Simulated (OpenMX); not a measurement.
The system is AlRu.

```
CELL_PARAMETERS angstrom
2.99160 0.00000 0.00000
0.00000 2.99160 0.00000
0.00000 0.00000 2.99160
ATOMIC_POSITIONS crystal
Ru 0.50000 0.50000 0.50000
Al 0.00000 0.00000 0.00000
```

Base run:

* Program: OpenMX 3.8.5
* Functional: PBE
* Potentials or basis: OpenMX 2013 PBE set, Ru7.0-s3p2d2, Al7.0-s2p2d1, grid cutoff 400 Ry
* k mesh: 7 × 7 × 7
* Occupations: fermi-dirac, width 0.05 eV
* Spin: no spin polarisation

Its results: pressure 4.1 GPa.

Question: The run is repeated on the same cell with these changes: potentials or basis from OpenMX 2013 PBE set, Ru7.0-s3p2d2, Al7.0-s2p2d1, grid cutoff 400 Ry to OpenMX 2013 PBE set, Ru7.0-s3p2d1, Al7.0-s2p1d1, grid cutoff 400 Ry. What comes out?

Answer: Pressure 5.9 GPa.

Caveats: the basis of atomic orbitals isn't converged, which shifts pressures, moduli and gaps.
